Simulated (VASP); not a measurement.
Runs of VASP 6.6.1 on HgTe. Symmetry: I-4m2, No. 119, tetragonal system. The conventional cell has a = 6.091 Å, b = 6.091 Å, c = 3.119 Å, α = 90.00°, β = 90.00°, γ = 90.00°. Hg (site symmetry -4m2) has 2 Hg at 3.12 Å and 4 Te at 3.14 Å as nearest neighbours. Te (site symmetry -4m2) has 2 Te at 3.12 Å and 4 Hg at 3.14 Å as nearest neighbours. Measurements of this composition are mostly on another form, of space group No. 216.

```tsv
screening parameter	gap on the mesh (eV)	pressure (GPa)
0.15	none	-1.8
0.1	none	-1.9
0.3	none	-1.3
0.2	none	(a)
```

Alike in all rows: task single point; level HSE(alpha, omega); potentials or basis VASP PAW PBE potentials, release 64 (Hg, Te); no spin polarisation; cell as given; k mesh 5 × 5 × 5; cutoff (eV) 520; smearing fermi-dirac 0.05 eV; the mesh is coarse, so values aren't converged.

Fill in the values left out.

(a) -1.6.

Caveats: all runs use coarse meshes; the PAW data sets were made with another functional, which shifts forces and pressure a little.

A k mesh can miss the band edges, and the runs leave out spin-orbit coupling on Hg, Te.

A gap of «none» marks a metal or a gap under the smearing width.
